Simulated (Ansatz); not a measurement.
**SiSe2: LAPW beside PAW**

The same cell of SiSe2 is computed with full-potential LAPW, frozen-core PAW and all-electron PAW on datasets made for the crystal, to set the results side by side.

Method: DFT PBE, scalar-relativistic, in Ansatz 0.2.0.

### Step 1. Starting point

The structure is orthorhombic, space group Ibam (No. 72). The conventional cell has a = 5.760 Å, b = 6.030 Å, c = 9.760 Å, α = 90.00°, β = 90.00°, γ = 90.00°. Si (site symmetry 222) is surrounded by 4 Se at 2.80 Å. Se (site symmetry m) is surrounded by 3 Se at 2.75 to 3.07 Å and 2 Si at 2.80 Å.

Coordinates:

```cif
data_structure
_symmetry_space_group_name_H-M 'P 1'
_symmetry_Int_Tables_number 1
_cell_length_a 6.4186
_cell_length_b 6.4186
_cell_length_c 6.4186
_cell_angle_alpha 126.680
_cell_angle_beta 123.967
_cell_angle_gamma 81.021
_cell_volume 169.50
loop_
_atom_site_label
_atom_site_type_symbol
_atom_site_fract_x
_atom_site_fract_y
_atom_site_fract_z
_atom_site_occupancy
Si1 Si 0.25000 0.25000 0.00000 1
Si2 Si 0.75000 0.75000 0.00000 1
Se1 Se 0.12100 0.79800 0.91900 1
Se2 Se 0.87900 0.20200 0.08100 1
Se3 Se 0.62100 0.70200 0.32300 1
Se4 Se 0.37900 0.29800 0.67700 1
```

The structure is an experimental refinement, used without relaxation.

Atoms are numbered in the order of the input: Si1, Si2, Se3, Se4, Se5, Se6.

### Step 2. Full-potential LAPW

File input.yaml:

```yaml
crystal:
  lattice:
    - [-2.88, 3.015, 4.88]
    - [2.88, -3.015, 4.88]
    - [2.88, 3.015, -4.88]
  atoms:
    - { symbol: Si, position: [0.25, 0.25, 0.0] }
    - { symbol: Si, position: [0.75, 0.75, 0.0] }
    - { symbol: Se, position: [0.121, 0.798, 0.919] }
    - { symbol: Se, position: [0.879, 0.202, 0.081] }
    - { symbol: Se, position: [0.621, 0.702, 0.323] }
    - { symbol: Se, position: [0.379, 0.298, 0.677] }
kpoints:
  mp_grid: { grid: [5, 5, 6] }
  band_path:
    path:
      - [0.0, 0.0, 0.0]
      - [0.5, 0.5, -0.5]
      - [0.3370733674, 0.6629266326, -0.3370733674]
      - [-0.3370733674, 0.3370733674, 0.3370733674]
      - [0.0, 0.0, 0.0]
      - [0.3454278189, -0.3454278189, 0.3454278189]
      - [0.6545721811, 0.3454278189, -0.3454278189]
      - [0.5, 0.5, -0.5]
      - [0.0, 0.0, 0.0]
    npoints: 8
scf:
  occupations: { method: fermi_dirac, width: 0.02 }
hamiltonian:
  xc: pbe
  pseudopotentials: { kind: all_electron, lapw: { basis_error: 0.001 } }
output:
  forces: true
  stress: true
  eigenvalues: true
  populations: true
  dos: { projected: true, de: 0.2, e_range: [-14, 8] }
```

### Step 3. Frozen-core PAW

input.yaml: that of step 2 with these lines changed.

```diff
@@ -30,3 +30,3 @@
   xc: pbe
-  pseudopotentials: { kind: all_electron, lapw: { basis_error: 0.001 } }
+  pseudopotentials: { kind: paw }
 output:
@@ -35,3 +35,5 @@
   eigenvalues: true
+  efg: { contact_densities: true }
   populations: true
+  bader: true
   dos: { projected: true, de: 0.2, e_range: [-14, 8] }
```

### Step 4. All-electron PAW on datasets made for the crystal

input.yaml: that of step 3 with these lines changed.

```diff
@@ -30,3 +30,3 @@
   xc: pbe
-  pseudopotentials: { kind: paw }
+  pseudopotentials: { kind: all_electron, datasets: crystal }
 output:
@@ -36,4 +36 @@
   efg: { contact_densities: true }
-  populations: true
-  bader: true
-  dos: { projected: true, de: 0.2, e_range: [-14, 8] }
```

(Steps that only read results are left out.)

**Question.** What will these runs give? Wanted: pressure; gap; largest force; Bader charges.

**Answer**, as computed:

| quantity | value |
| --- | --- |
| pressure | LAPW -3.58, PAW -3.59, crystal datasets -3.59 GPa |
| gap (LAPW) | none |
| largest force | LAPW 0.595, PAW 0.593, crystal datasets 0.595 eV/Å |
| Bader charges (PAW) | Si1 +0.53, Se3 -0.27 e |

At this geometry the cell is under tension of 3.6 GPa, so it would shrink if let go. There is no gap at this level; the crystal is a metal here. Si 3p carries the largest share, 51 %, of the projected states within 0.3 eV of the Fermi level. The projection holds only the free atom's occupied shells (Si 3s, Si 3p, Se 4s, Se 4p in this range). The field gradient at Se3, the largest by crystal datasets, is 24.82 by PAW and 24.98 by crystal datasets (10²¹ V/m²), within 5 %. PAW lies less than 0.01 GPa from LAPW in pressure. The forces differ by at most 2 meV/Å in a component, on a largest force of 0.595 eV/Å. LAPW took about 2.6 times as long as PAW (1.8 min against 40 s, on a shared host and with the outputs that each input asks for). The k mesh doesn't keep the crystal's whole symmetry, which leaves small spurious terms.
